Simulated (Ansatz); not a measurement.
**Yb, one cell by several methods**

```yaml
crystal:
  lattice:
    - [-2.05232, 2.05232, 2.05232]
    - [2.05232, -2.05232, 2.05232]
    - [2.05232, 2.05232, -2.05232]
  atoms:
    - { symbol: Yb, position: [0.00000, 0.00000, 0.00000] }
```

The conventional cell has a = 4.105 Å, b = 4.105 Å, c = 4.105 Å, α = 90.00°, β = 90.00°, γ = 90.00°. Around Yb (atom 1) lie 8 Yb at 3.55 Å.

The cell was built from the bcc type and relaxed in the same program, and has space group Im-3m; it needn't be a known or the stable phase.

Where the f shell is localised, expect the real compound to differ from this run without U.

No spin–orbit coupling, which matters for the heavy atoms here.

All numbers are computed: DFT, PBE, PAW with Ansatz's default frozen-core files, scalar-relativistic (Ansatz 0.2.0); DFT, PBE, all-electron PAW with datasets made for the crystal, scalar-relativistic (Ansatz 0.2.0); DFT, PBE, all-electron LAPW, scalar-relativistic (Ansatz 0.2.0).

For PAW: a Γ-centred 15×15×15 k mesh, Fermi–Dirac smearing of 0.05 eV, cutoff 420 eV, no spin polarisation. The crystal-made all-electron datasets (AE datasets) take a cutoff of 280 eV at this cell. LAPW targets a basis error of 0.5 meV/atom. The Ansatz runs share mesh, smearing and spin set-up. Plane-wave (PAW) pressures include the program's estimate of the Pulay term.

Stress and pressure are positive in compression.

Levels count from the Fermi level.

```csv
quantity,PAW,AE datasets,LAPW
pressure (GPa),-0.01,0.00,0.00
highest filled level at N (eV),-0.298,-0.299,-0.299
lowest empty level at N (eV),0.727,0.728,0.728
highest filled level at P (eV),-0.343,-0.344,-0.344
lowest empty level at P (eV),0.439,0.440,0.440
highest filled level at H (eV),-0.300,-0.300,-0.300
lowest empty level at H (eV),5.449,5.449,5.449
```
